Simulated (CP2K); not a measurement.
Runs of CP2K 2026.2 on Bi. It takes space group C2/m (No. 12, monoclinic). The conventional cell has a = 6.977 Å, b = 6.265 Å, c = 3.359 Å, α = 90.00°, β = 112.04°, γ = 90.00°. Around Bi (site symmetry m) lie 6 Bi at 3.21 to 3.45 Å. This isn't the form of Bi at room conditions, which is rhombohedral.

```csv
task,level,potentials or basis,cell,smearing,NGRIDS,potentials,points a segment of the path (NPOINTS),bands added on the path,gap on the mesh (eV),pressure (GPa),largest force (eV/Å)
band structure,PBEsol,POTENTIAL_UZH Bi GTH-PBE-q5; TZVP-MOLOPT-PBE-GTH basis,as given,fermi-dirac 0.0259 eV,4,Bi GTH-PBE-q5 of POTENTIAL_UZH,8,6,none,-0.3,0.01
single point,PBEsol,POTENTIAL_UZH Bi GTH-PBE-q5; TZVP-MOLOPT-PBE-GTH basis,as given,fermi-dirac 0.05 eV,5,Bi GTH-PBE-q5 of POTENTIAL_UZH,-,-,none,-0.3,0.01
single point,PBEsol,POTENTIAL_UZH Bi GTH-PBE-q5; TZVP-MOLOPT-PBE-GTH basis,"atoms moved at random, drawn with an rms of 0.05 Å",fermi-dirac 0.05 eV,5,Bi GTH-PBE-q5 of POTENTIAL_UZH,-,-,none,-0.4,0.06
band structure,LDA,GTH_POTENTIALS Bi GTH-PADE-q5; TZVP-MOLOPT-PBE-GTH basis,as given,fermi-dirac 0.01 eV,5,Bi GTH-PADE-q5 of GTH_POTENTIALS,10,6,none,-3.6,(a)
```

Alike in all rows: no spin polarisation; k mesh 6 × 6 × 9.

Q: Fill in the values left out.

A: (a) 0.14.

Caveats: spin-orbit coupling is left out, which moves the levels of the heavy elements; the basis of atomic orbitals isn't converged, which shifts pressures, moduli and gaps; the potentials were made for another functional, which shifts forces and pressure (some runs).

A k mesh can miss the band edges, and the runs leave out spin-orbit coupling on Bi.

A gap of «none» marks a metal or a gap under the smearing width.
